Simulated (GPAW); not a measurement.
Something may be wrong with this GPAW 26.7.0 calculation of Al2O3 (Corundum).

Contents of run.py:

```python
import numpy as np
from ase.dft.bandgap import bandgap
from ase.io import write
from ase.spacegroup import crystal
from gpaw import GPAW, PW
from gpaw.response.df import DielectricFunction

# Al 12c
# O 18e
atoms = crystal(['Al', 'O'],
                basis=[[0.6666666667, 0.3333333333, 0.1854933333],
                       [0.9733466667, 0.6400133333, 0.0833333333]],
                spacegroup=167, setting=1,  # R-3c
                cellpar=[4.7605, 4.7605, 12.9956, 90.0, 90.0, 120.0],
                primitive_cell=True)

calc = GPAW(mode=PW(600),
            xc='GLLBSC',
            kpts={'size': (4, 4, 4), 'gamma': True},
            occupations={'name': 'fermi-dirac', 'width': 0.001},
            nbands=44,
            convergence={'density': 1e-06},
            maxiter=60,
            txt='gpaw.txt')
atoms.calc = calc
energy = atoms.get_potential_energy()
calc.write('gs.gpw')
write('result.traj', atoms)
print('Fermi level:', round(calc.get_fermi_level(), 4), 'eV')
print(f'Gap: {bandgap(calc)[0]:.4f} eV, direct: {bandgap(calc, direct=True)[0]:.4f} eV')

dense = calc.fixed_density(kpts={'size': (3, 3, 3), 'gamma': True},
                           nbands=31, convergence={'bands': 25},
                           update_fermi_level=True, txt='dense.txt')
dense.write('dense.gpw', mode='all')

df = DielectricFunction('dense.gpw', frequencies={'type': 'nonlinear', 'domega0': 0.1, 'omega2': 10},
                        eta=0.1, ecut=50, nbands=25, txt='df.txt')
for i, q_c in enumerate([[0.3333333333, 0.3333333333, 0.0], [0.6666666667, 0.6666666667, 0.0]]):
    eels0, eels = df.get_eels_spectrum(xc='RPA', q_c=q_c, filename=f'eels_{i}.csv')
    q = np.linalg.norm(2 * np.pi * np.array(q_c) @ atoms.cell.reciprocal())
    print(f'|q| = {q:.4f} 1/A: loss peak at {df.get_frequencies()[eels.argmax()]:.3f} eV')
```

Potentials or basis: the program's PAW data sets (release 1.2.1) made for this functional, pw.

The run is started by

```console
$ OMP_NUM_THREADS=1 python run.py
```

gpaw.txt:

```text
___ ___ ___ _ _ _
 |   |   |_  | | | |
 | | | | | . | | | |
 |__ |  _|___|_____|  26.7.0
 |___|_|

Input parameters:
  convergence: {density: 1e-06}
  kpts: {gamma: True,
         size: (4, 4, 4)}
  maxiter: 60
  mode: {ecut: 600.0,
         name: pw}
  nbands: 44
  occupations: {name: fermi-dirac,
                width: 0.001}
  xc: GLLBSC

System changes: positions, numbers, cell, pbc, initial_charges, initial_magmoms

Initialize ...

species:
  O:
    name:    Oxygen
    Z:       8.0
    valence: 6
    core:    2
    charge:  0.0  # [|e|]
    compensation charges:
      type: gauss
      rc: 0.21  # [Å]
      lmax: 2
    cutoffs:
      filter: 1.17  # [Å]
      core: 0.83  # [Å]
[... 144 lines left out ...]
   4 O     -0.920300    1.374238    7.580767    ( 0.0000,  0.0000,  0.0000)
   5 Al     0.000000   -0.000000   11.074330    ( 0.0000,  0.0000,  0.0000)
   6 Al     0.000000   -0.000000    4.576530    ( 0.0000,  0.0000,  0.0000)
   7 O      0.920300   -1.374238    5.414833    ( 0.0000,  0.0000,  0.0000)
   8 O      0.729975    1.484122    5.414833    ( 0.0000,  0.0000,  0.0000)
   9 O      1.650275    0.109884    7.580767    ( 0.0000,  0.0000,  0.0000)

Unit cell:
           periodic     x           y           z      points  spacing
  1. axis:    yes    2.380250    1.374238    4.331867    30     0.1310
  2. axis:    yes   -2.380250    1.374238    4.331867    30     0.1310
  3. axis:    yes   -0.000000   -2.748476    4.331867    30     0.1310

  Lengths:   5.130223   5.130223   5.130223
  Angles:   55.286671  55.286671  55.286671

Effective grid spacing dv^(1/3) = 0.1466

iter:   1   -96.966872
iter:   2   -95.835623   -2.23  -0.70
iter:   3   -81.330988   -0.10  -0.72
iter:   4   -78.305273   -1.03  -0.77
iter:   5   -80.313918   -0.95  -1.30
iter:   6   -78.263295   -2.29  -1.37
iter:   7   -77.666979   -2.60  -1.93
iter:   8   -77.688833   -3.86  -2.72
iter:   9   -77.737761   -5.34  -2.67
iter:  10   -77.813881   -4.53  -2.91
iter:  11   -77.794068   -6.39  -3.36
iter:  12   -77.786839   -6.44  -3.87
iter:  13   -77.788404c  -8.58c -4.44
iter:  14   -77.789192c  -8.46c -4.85
iter:  15   -77.789008c -10.49c -5.43
iter:  16   -77.788943c -10.59c -6.05c

Converged after 16 iterations.

Dipole moment: (0.000000, 0.000000, 0.000000) |e|*Ang

Energy contributions relative to reference atoms: (reference = -38560.412462)

Kinetic:       +116.743150
Potential:      -98.626588
External:        +0.000000
XC:             -96.945199
Entropy (-ST):   -0.000000
Local:           +1.039695
SIC:             +0.000000
--------------------------
Free energy:    -77.788943
Extrapolated:   -77.788943

[... 2 lines left out ...]
Showing only first 2 kpts
[... 11 lines left out ...]
Fermi level: 6.03470

[... 4 lines left out ...]
Writing to gs.gpw (mode='')
```

On the terminal:

```text
Fermi level: 6.0347 eV
[... 1 line left out ...]
|q| = 0.6016 1/A: loss peak at 11.306 eV
|q| = 1.2033 1/A: loss peak at 13.848 eV
```

Task: How did it end, and where is the flaw?

Result: The run converged. The input holds a flaw that was put in on purpose: far too few empty bands in the response. The program doesn't stop on it, so the numbers can't be trusted though the run ends normally.
